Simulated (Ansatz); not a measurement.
A run of Ansatz 0.2.0 is set up as follows.

The input input.yaml:

```yaml
crystal:
  lattice:
    - [3.031, 0.0, 0.0]
    - [-1.5155, 2.6249229989, 0.0]
    - [0.0, 0.0, 3.2377]
  atoms:
    - { symbol: Ti, position: [0.6666666667, 0.3333333333, 0.0] }
    - { symbol: O, position: [0.0, 0.0, 0.5] }
hamiltonian:
  xc: pbesol
  pseudopotentials: { kind: paw }
  hubbard: { sites: [{ species: Ti, l: d, u_eff: 3.0 }] }
kpoints:
  mp_grid: { grid: [10, 10, 8] }
scf:
  occupations: { method: fermi_dirac, width: 0.05 }
  n_extra_bands: 6
output:
  forces: true
  stress: true
  eigenvalues: true
  dos: { projected: true, de: 0.05, nscf_kmesh: { grid: [15, 15, 12] } }
```

Potentials or basis: Ansatz PAW.

Run with:

```console
$ ansatz run input.yaml --threads 2 --pin off --max-ram 5632MiB --backend cpu --events-out ev --progress --plain --runs-dir out
```

Question: Estimate the band gap on the k mesh.

Answer: 0.16 eV, direct.

Question: Estimate the pressure.

Answer: -37.5 GPa.

Stress tensor (GPa, compression positive):
```
-30.40   0.00   0.00
  0.00 -30.40   0.00
  0.00   0.00 -51.79
```

Caveat: a pressure of tens of GPa on the cell as given is suspect, and the run, the potentials or the cell itself is likely at fault; the pressure holds a Pulay correction of +0.5 GPa for the finite cutoff; the PAW data sets come from PBE, with cores solved anew for the run's functional, which leaves a small shift of forces and pressure. A k mesh can miss the band edges.
